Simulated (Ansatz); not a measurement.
# Ga: energy less free atoms and pressure against volume per atom

Results calculated with Ansatz 0.2.0, not measured. Periodic Kohn-Sham DFT of a crystal at fixed atoms; pressure and stress are positive in compression; the energy is the free energy less that of spherical unpolarised free atoms; site moments are those in the method's own spheres, positive along +z.

Cell of the first row (space group I4/mmm, No. 139):
```
Ga
1.0
     -1.3609     1.3609     2.2720
      1.3609    -1.3609     2.2720
      1.3609     1.3609    -2.2720
Ga
1
Direct
  0.00000 0.00000 0.00000
```

Settings of every row: method all-electron LAPW; functional LDA; relativity scalar; k mesh 18x18x18; filling fermi-dirac; smearing width 0.05 eV; basis error target 0.5 meV/atom; nucleus gaussian.

Atom start moment: 0 on all atoms.

Limits: the cell comes from a prototype or a list of computed structures and needn't be the stable phase.

```
row  volume per atom (Å³)  energy less free atoms (eV/atom)  pressure (GPa)
  1                16.832                           -3.5518           1.336
  2                17.275                            -3.553          -0.386
  3                17.718                           -3.5499          -1.872
  4                18.161                                 ?               ?
  5                18.604                           -3.5325          -4.272
```

Question: what energy less free atoms and pressure should row 4 give?

Worked fit of energy less free atoms. Take u = (V_r/V)^(2/3) − 1 with V_r = 17.496 Å³ an atom, which is twice the finite (Eulerian) strain; such expansions in the strain, on which the Birch-Murnaghan equation of state is built, carry the rest volume and the bulk modulus. The shown rows have u = 0.02613, 0.00851, -0.00837, -0.04011. Least squares give energy less free atoms = −3.55197 − 0.1873 × u + 7.429 × u² eV/atom; a straight line predicts inner rows, each left out in turn, worse (root mean square 0.0051 against 5e-05 eV/atom). All shown rows lie on it to the printed digit. Its lowest point lies at u = 0.0126, or V = 17.17 Å³ an atom, and the curvature there gives the bulk modulus at fixed shape and fractions, B = (4/9)(1 + u)² E″(u)/V = 63.2 GPa. Letting shape and atoms relax would as a rule lower it, by much in layered, chain or molecular crystals. The withheld row has u = -0.02456, so the fit gives −3.55197 − 0.1873 × (-0.02456) + 7.429 × (-0.02456)² = -3.5429 eV/atom.

The calculation gave -3.5429 eV/atom. The fit meets it to the printed digit.

Worked fit of pressure. Take u = (V_r/V)^(2/3) − 1 with V_r = 17.496 Å³ an atom, which is twice the finite (Eulerian) strain; such expansions in the strain, on which the Birch-Murnaghan equation of state is built, carry the rest volume and the bulk modulus. The shown rows have u = 0.02613, 0.00851, -0.00837, -0.04011. Least squares give pressure = −1.1537 + 88.332 × u + 264.23 × u² GPa; a straight line predicts inner rows, each left out in turn, worse (root mean square 0.18 against 0.0064 GPa). The rows lie off it by 0.001, -0.003, 0.003, 0.000. The pressure vanishes at u = 0.0126, or V = 17.17 Å³ an atom, and there the bulk modulus at fixed shape and fractions is B = −V dP/dV = (2/3)(1 + u) dP/du = 64.1 GPa. Letting shape and atoms relax would as a rule lower it, by much in layered, chain or molecular crystals. The withheld row has u = -0.02456, so the fit gives −1.1537 + 88.332 × (-0.02456) + 264.23 × (-0.02456)² = -3.164 GPa.

The calculation gave -3.157 GPa. The fit lies 0.007 GPa (0.12 % of the column's range) below it; its largest miss of a shown row is 0.003 GPa.
